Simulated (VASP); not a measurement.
From an Ansatz input to VASP: TePb (strained rocksalt)

Ansatz input

```yaml
crystal:
  lattice:
    - [0.0, 3.1698017434, 3.2787336025]
    - [3.1698017434, 0.0, 3.2787336025]
    - [3.1698017434, 3.1698017434, 0.0]
  atoms:
    - { symbol: Pb, position: [0.0, 0.0, 0.0] }
    - { symbol: Te, position: [0.5, 0.5, 0.5] }
kpoints:
  mp_grid: { grid: [8, 8, 8] }
  band_path:
    path:
      - [0.0, 0.0, 0.0]
      - [0.5, 0.0, 0.5]
      - [0.625, 0.25, 0.625]
      - [0.375, 0.375, 0.75]
      - [0.5, 0.5, 0.5]
      - [0.5, 0.25, 0.75]
      - [0.0, 0.0, 0.5]
    npoints: 1
hamiltonian:
  xc: pbe
scf:
  occupations: { method: fermi_dirac, width: 0.02 }
  n_extra_bands: 4
output:
  forces: true
  stress: true
  eigenvalues: true
```

Question: Translate this input to VASP.

Answer: 

INCAR

```
IBRION = -1
NSW = 0
LASPH = .TRUE.
PREC = Accurate
ENCUT = 520
LELF = .TRUE.
GGA = PE
NBANDS = 17
ISMEAR = -1
EDIFF = 1E-7
LCHARG = .TRUE.
ISIF = 2
LWAVE = .FALSE.
NELM = 120
SIGMA = 0.02
LREAL = .FALSE.
```

KPOINTS

```
KPOINTS created by Atomic Simulation Environment
0
Gamma
8 8 8
0 0 0
```

KPOINTS_OPT

```
special points
7
Reciprocal
0.0000000000 0.0000000000 0.0000000000 1
0.5000000000 0.0000000000 0.5000000000 1
0.6250000000 0.2500000000 0.6250000000 1
0.3750000000 0.3750000000 0.7500000000 1
0.5000000000 0.5000000000 0.5000000000 1
0.5000000000 0.2500000000 0.7500000000 1
0.0000000000 0.0000000000 0.5000000000 1
```

POSCAR

```
Pb Te
 1.0000000000000000
     0.0000000000000000    3.1698017433999999    3.2787336025000000
     3.1698017433999999    0.0000000000000000    3.2787336025000000
     3.1698017433999999    3.1698017433999999    0.0000000000000000
 Pb  Te
   1   1
Cartesian
  0.0000000000000000  0.0000000000000000  0.0000000000000000
  3.1698017433999999  3.1698017433999999  3.2787336024999996
```

VASP ran with the recommended PBE PAW datasets (20 valence electrons in the cell). Other inputs would serve too.

```
                            Ansatz     VASP
gap between bands v and c  0.62 eV  0.62 eV
         least direct gap  0.62 eV  0.62 eV
                 pressure  3.5 GPa  3.5 GPa
```

Datasets and cutoffs are each program's own. VASP's cell holds 20 valence electrons and Ansatz's 30. Ansatz's stress includes a Pulay correction; VASP's doesn't.
